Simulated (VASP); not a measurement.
Runs of VASP 6.6.1 on ZnS. It takes space group F-43m (No. 216, cubic). The conventional cell has a = 5.404 Å, b = 5.404 Å, c = 5.404 Å, α = 90.00°, β = 90.00°, γ = 90.00°. Zn (site symmetry -43m) has 4 S at 2.34 Å as nearest neighbours. Around S (site symmetry -43m) lie 4 Zn at 2.34 Å. 

```csv
task,level,potentials or basis,cell,k mesh,cutoff (eV),smearing,grid for exact exchange (PRECFOCK),exchange at q = 0,gap on the mesh (eV),pressure (GPa),relaxed volume (Å³/atom)
band structure,B3LYP,"VASP PAW PBE potentials, release 64 (Zn, S)",as given,5 × 5 × 5,520,fermi-dirac 0.05 eV,Fast,default,3.66,3.6,-
relaxation of cell and atoms,RPBE,"VASP PAW PBE potentials, release 64 (Zn, S)",relaxed,9 × 9 × 9,600,fermi-dirac 0.05 eV,-,-,2.02,0.0,20.96
band structure,PW91,"VASP PAW PBE potentials, release 64 (Zn, S)",as given,9 × 9 × 9,520,fermi-dirac 0.05 eV,-,-,2.10,-,-
relaxation of cell and atoms,r2SCAN0,"VASP PAW PBE potentials, release 64 (Zn, S)",relaxed,5 × 5 × 5,600,gaussian 0.05 eV,Normal,truncated,4.40,0.0,19.58
relaxation of cell and atoms,HF,"VASP PAW PBE potentials, release 64 (Zn, S)",relaxed,5 × 5 × 5,600,fermi-dirac 0.05 eV,Fast,truncated,9.61,0.0,21.72
single point,r2SCAN+rVV10,"VASP PAW PBE potentials, release 64 (Zn_sv_GW, S_GW)",as given,9 × 9 × 9,600,gaussian 0.01 eV,-,-,(c),-2.3,-
relaxation of cell and atoms,PBEsol0,"VASP PAW PBE potentials, release 64 (Zn, S)",relaxed,5 × 5 × 5,600,fermi-dirac 0.05 eV,Normal,truncated,(b),-0.1,19.29
band structure,PBEsol,"VASP PAW PBE potentials, release 64 (Zn, S)",as given,9 × 9 × 9,520,fermi-dirac 0.05 eV,-,-,1.98,-,-
relaxation of cell and atoms,PBE+TS,"VASP PAW PBE potentials, release 64 (Zn, S)",relaxed,9 × 9 × 9,600,fermi-dirac 0.05 eV,-,-,2.07,0.0,19.93
relaxation of cell and atoms,PBE,"VASP PAW PBE potentials, release 64 (Zn, S)",relaxed,9 × 9 × 9,600,fermi-dirac 0.05 eV,-,-,2.01,0.0,(a)
relaxation of cell and atoms,PBE+D4,"VASP PAW PBE potentials, release 64 (Zn, S)",relaxed,9 × 9 × 9,600,fermi-dirac 0.05 eV,-,-,2.17,0.0,19.48
```

Alike in all rows: no spin polarisation.

**Question.** Fill in the values left out.

**Answer.** (a) 20.20; (b) 3.99; (c) 2.62.

Caveats: an odd mesh through Γ misses points on the zone boundary, where band edges often lie (some runs); the PAW data sets were made with another functional, which shifts forces and pressure a little (some runs); an unscreened hybrid on a path of extra k points without a Coulomb cutoff has errors near the mesh points, so the bands along the path aren't reliable (some runs); the volume moved by +10 % from the deposited cell, more than functionals usually miss (some runs).

Not every run made on this cell is shown here.
